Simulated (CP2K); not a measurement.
Runs of CP2K 2026.2 on CsPbCl3. Symmetry: Pm-3m, No. 221, cubic system. The conventional cell has a = 5.605 Å, b = 5.605 Å, c = 5.605 Å, α = 90.00°, β = 90.00°, γ = 90.00°. Pb (site symmetry m-3m) is surrounded by 6 Cl at 2.80 Å. Around Cs (site symmetry m-3m) lie 12 Cl at 3.96 Å. Around Cl (site symmetry 4/mmm) lie 2 Pb at 2.80 Å. 

| level | potentials or basis | smearing | EPS_DEFAULT | NGRIDS | points a segment of the path (NPOINTS) | bands added on the path | CUTOFF of the grids | pressure (GPa) |
| --- | --- | --- | --- | --- | --- | --- | --- | --- |
| PBEsol | POTENTIAL_UZH Pb GTH-PBE-q4, Cs GTH-PBE-q9, Cl GTH-PBE-q7; TZVP-MOLOPT-PBE-GTH basis | fermi-dirac 0.0259 eV | 1.0E-10 | 4 | 10 | 4 | 450 Ry | 1.0 |
| r2SCAN | POTENTIAL_UZH Pb GTH-SCAN-q4, Cs GTH-SCAN-q9, Cl GTH-SCAN-q7; TZVP-MOLOPT-SCAN-GTH basis | fermi-dirac 0.05 eV | 1.0E-9 | 4 | 8 | 6 | 675 Ry | (a) |
| LDA | GTH_POTENTIALS Pb GTH-PADE-q4, Cs GTH-PADE-q9, Cl GTH-PADE-q7; TZVP-MOLOPT-PBE-GTH basis | fermi-dirac 0.1 eV | 1.0E-10 | 5 | 10 | 4 | 450 Ry | -1.5 |
| PBE | POTENTIAL_UZH Pb GTH-PBE-q4, Cs GTH-PBE-q9, Cl GTH-PBE-q7; TZVP-MOLOPT-PBE-GTH basis | fermi-dirac 0.01 eV | 1.0E-9 | 4 | 10 | 4 | 450 Ry | 2.1 |

Alike in all rows: task band structure; no spin polarisation; cell as given; k mesh 5 × 5 × 5.

Question: Fill in the values left out.

Answer: (a) 0.6.

Caveats: the basis of atomic orbitals isn't converged, which shifts pressures, moduli and gaps; the potentials were made for another functional, which shifts forces and pressure (some runs).
